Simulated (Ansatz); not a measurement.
# PbS: gradients before and after relaxing the atoms

Start: a Materials Project structure (computed, not necessarily an observed phase).

Space group Pnma (No. 62); a = 12.0278, b = 4.2250, c = 4.2750 Å.

| site | Wyckoff | site symmetry | x | y | z |
| --- | --- | --- | --- | --- | --- |
| Pb | 4c | .m. | 0.8713 | 0.2500 | 0.1649 |
| S | 4c | .m. | 0.6436 | 0.2500 | 0.1079 |

One atom of each set is listed.

Computed with Ansatz: DFT, r2SCAN, plane waves and PAW, scalar-relativistic, 500 eV cutoff, Γ-centred 3×8×8 k-points, Fermi–Dirac smearing 0.01 eV.

The largest force at the start is 0.024 eV/Å. Relaxing the ions at fixed cell moves them by 0.642 Å at most (atom 5, S) and 0.516 Å rms. End positions:

Pb (0.8747, 0.2500, 0.2457)
S (0.6258, 0.2500, 0.2496)

| site | moved (Å) | first shell before | first shell after | V_zz before (10²¹ V/m²) | η before |
| --- | --- | --- | --- | --- | --- |
| Pb | 0.348 | 6 S at 2.75–3.42 Å | 6 S at 2.99–3.02 Å | -12.09 | 0.19 |
| S | 0.642 | 6 Pb at 2.75–3.42 Å | 6 Pb at 2.99–3.02 Å | -1.33 | 0.04 |

Problem. What are V_zz and η after the relaxation?

Solution. 

```json
{"site": "Pb", "V_zz after": "-0.33", "η after": "0.17", "change of V_zz": "–"}
{"site": "S", "V_zz after": "0.22", "η after": "0.60", "change of V_zz": "+1.55"}
```

The largest change of V_zz along a kept axis is on S, from -1.33 to 0.22. The whole tensor moves most on Pb, by 12.23 along its most changed direction. Where |V_zz| stays above 0.1 and the axes keep their order, η moves most on S, from 0.04 to 0.60. V_zz changes sign on S (axis turned by 21°). On Pb the largest principal value lies along another axis in the second run, so the two V_zz can't be compared directly.

Before: Spin–orbit coupling is left out, which shifts gradients on Pb by a few per cent, and by more where contributions nearly cancel.
After: Spin–orbit coupling is left out, which shifts gradients on Pb by a few per cent in wide-gap crystals, and can shift them far more where the calculated gap is small or absent, as here. With a gap of 0.7 eV on this mesh, small gradients can still move by 0.1 × 10²¹ V/m² or more as the k-mesh gets denser.
